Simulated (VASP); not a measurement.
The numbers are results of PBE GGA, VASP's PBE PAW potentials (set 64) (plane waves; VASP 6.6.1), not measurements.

VASP ran on this input.

### POSCAR
```
CsI
1
    4.6614000000     0.0000000000     0.0000000000
    0.0000000000     4.6614000000     0.0000000000
    0.0000000000     0.0000000000     4.6614000000
Cs I
1 1
Direct
  0.0000000000   0.0000000000   0.0000000000
  0.5000000000   0.5000000000   0.5000000000
```

KPOINTS:
```
Regular mesh
0
Gamma
  5 5 5
0 0 0
```

INCAR:
```
# general
SYSTEM =CsI
PREC   =Accurate
ENCUT  =400
LREAL  =F   # projection in real space or not
LASPH  =T
NELECT =15.5

# electronic loop
EDIFF  =1E-6   # SCF stop (eV)
NELM   =100   # most electronic steps
ALGO   =Normal   # blocked Davidson
LMAXMIX=4

# smearing
ISMEAR =0
SIGMA  =0.05   # width (eV)

# functional
GGA    =PE

# ions
ISIF   =2

# output
LWAVE  =F
LCHARG =F
```

POTCAR, in this order: Cs_sv I (PBE.64 set). Program: vasp_std.

The resulting files:

**OSZICAR**
```
       N       E                     dE             d eps       ncg     rms          rms(c)
DAV:   1     0.812269154440E+02    0.81227E+02   -0.48478E+03   240   0.806E+02
DAV:   2     0.135919110835E+01   -0.79868E+02   -0.77069E+02   380   0.151E+02
DAV:   3    -0.534539124425E+01   -0.67046E+01   -0.66814E+01   292   0.491E+01
DAV:   4    -0.543338247599E+01   -0.87991E-01   -0.87901E-01   292   0.733E+00
DAV:   5    -0.543451856015E+01   -0.11361E-02   -0.11360E-02   304   0.873E-01    0.107E+00
DAV:   6    -0.552681595641E+01   -0.92297E-01   -0.69615E-02   268   0.145E+00    0.573E-01
DAV:   7    -0.552754667201E+01   -0.73072E-03   -0.10628E-02   300   0.589E-01    0.252E-01
DAV:   8    -0.553009882376E+01   -0.25522E-02   -0.61004E-03   272   0.458E-01    0.854E-02
DAV:   9    -0.553053178519E+01   -0.43296E-03   -0.82935E-04   276   0.209E-01    0.639E-02
DAV:  10    -0.553049852061E+01    0.33265E-04   -0.13390E-04   296   0.580E-02    0.373E-02
DAV:  11    -0.553050125736E+01   -0.27368E-05   -0.16454E-05   280   0.265E-02    0.432E-03
DAV:  12    -0.553050114413E+01    0.11323E-06   -0.49382E-07   216   0.492E-03
   1 F= -.55305011E+01 E0= -.55247929E+01  d E =-.114164E-01
```

OUTCAR:
```
------------------------ aborting loop because EDIFF is reached ----------------------------------------
  FORCE on cell =-STRESS in cart. coord.  units (eV):
  Direction    XX          YY          ZZ          XY          YZ          ZX
  --------------------------------------------------------------------------------------
  Total       -2.7069596     -2.7069596     -2.7069596     -0.0000000      0.0000000      0.0000000
  in kB      -42.8196620    -42.8196620    -42.8196620     -0.0000000      0.0000000      0.0000000
  external PRESSURE =     -42.8196620 kB  Pullay stress =       0.0000000 kB
  volume of cell :      101.29
      direct lattice vectors                 reciprocal lattice vectors
     4.661400000  0.000000000  0.000000000     0.214527824  0.000000000  0.000000000
     0.000000000  4.661400000  0.000000000     0.000000000  0.214527824  0.000000000
     0.000000000  0.000000000  4.661400000     0.000000000  0.000000000  0.214527824
 POSITION                                       TOTAL-FORCE (eV/Angst)
 -----------------------------------------------------------------------------------
      0.00000      0.00000      0.00000         0.000000      0.000000      0.000000
      2.33070      2.33070      2.33070         0.000000      0.000000      0.000000
 -----------------------------------------------------------------------------------
    total drift:                                0.000000     -0.000000     -0.000000
  FREE ENERGIE OF THE ION-ELECTRON SYSTEM (eV)
  ---------------------------------------------------
  free  energy   TOTEN  =        -5.5305011441 eV

  energy  without entropy=       -5.5190847551  energy(sigma->0) =       -5.52479295
```
(Selected blocks of OUTCAR.)

File OUTCAR:
```
 val. band max:       -0.0911988214   @ k =   0.2000   0.0000   0.0000

 cond. band min:      -0.0552214364   @ k =   0.0000   0.0000   0.0000


 Fermi energy:        -0.0842892550

 k-point     1 :       0.0000    0.0000    0.0000
  band No.  band energies     occupation
      1     -19.5704      2.00000
      2     -10.6760      2.00000
      3      -6.3083      2.00000
      4      -6.3083      2.00000
      5      -6.3083      2.00000
      6      -0.0552      0.41098
      7      -0.0552      0.41098
      8      -0.0552      0.41098
      9       4.3547      0.00000
     10       4.9961      0.00000
     11       4.9961      0.00000
     12       8.3397      0.00000

 k-point     2 :       0.2000    0.0000    0.0000
  band No.  band energies     occupation
      1     -19.5638      2.00000
      2     -10.6709      2.00000
      3      -6.3673      2.00000
      4      -6.2896      2.00000
      5      -6.2896      2.00000
      6      -0.5346      2.00000
      7      -0.0912      1.15495
      8      -0.0912      1.15495
      9       5.0759      0.00000
     10       5.2310      0.00000
     11       5.7097      0.00000
     12       8.2399      0.00000

 k-point     3 :       0.4000    0.0000    0.0000
  band No.  band energies     occupation
      1     -19.5531      2.00000
      2     -10.6638      2.00000
      3      -6.4525      2.00000
      4      -6.2588      2.00000
      5      -6.2588      2.00000
      6      -1.1385      2.00000
      7      -0.1517      1.94342
      8      -0.1517      1.94342
      9       5.8455      0.00000
     10       6.4394      0.00000
     11       6.9483      0.00000
     12       7.6701      0.00000

 k-point     4 :       0.2000    0.2000    0.0000
  band No.  band energies     occupation
      1     -19.5575      2.00000
      2     -10.6547      2.00000
      3      -6.4170      2.00000
      4      -6.3271      2.00000
      5      -6.2734      2.00000
      6      -0.6129      2.00000
...
```

The cell is charged, with a uniform compensating background. Unless said otherwise, spin-orbit coupling is left out, though it shifts the bands of the heavy elements here.

The compound is CsI in the CsCl type structure. The cell was not relaxed at this level. The run is one of a series of settings (NELECT = 15.5 against the base run), some of them coarse on purpose.
